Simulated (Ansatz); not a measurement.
# Nd: the cost of one run

Program: Ansatz 0.2.0. Level of theory: DFT r²SCAN, scalar-relativistic, plane waves, PAW (the target; the first runs use scalar-relativistic PBE). These are calculated values, not measurements.

## 1. The starting structure

It takes space group Fm-3m (No. 225, cubic). Conventional cell: a = 5.152 Å, b = 5.152 Å, c = 5.152 Å, α = 90.00°, β = 90.00°, γ = 90.00°. Nd (site symmetry m-3m) is surrounded by 12 Nd at 3.64 Å.

As a file:

```
Nd
1.0
     0.00000    2.57608    2.57608
     2.57608    0.00000    2.57608
     2.57608    2.57608    0.00000
Nd
1
Direct
  0.00000 0.00000 0.00000
```

Starting moments: Nd 3.00 μB.

## 2. At the starting volume (PBE, 6×6×6 mesh)

input.yaml reads:

```yaml
crystal:
  lattice:
    - [0.0, 2.5760755239, 2.5760755239]
    - [2.5760755239, 0.0, 2.5760755239]
    - [2.5760755239, 2.5760755239, 0.0]
  atoms:
    - { symbol: Nd, position: [0.0, 0.0, 0.0], spin: 3.0 }
basis:
  ecutwfc: 420
  ecutrho_ratio: 4
kpoints:
  mp_grid: { grid: [6, 6, 6] }
hamiltonian:
  xc: pbe
scf:
  occupations: { method: gaussian, width: 0.05 }
output:
  forces: true
  stress: true
  eigenvalues: true
  populations: true
magnetization:
  spin_polarized: true
```

**Question.** How long does this run take on 2 threads of an Arm CPU, shared host, and how much memory does it need?

About 9.9 s, with a peak of 0.35 GiB.
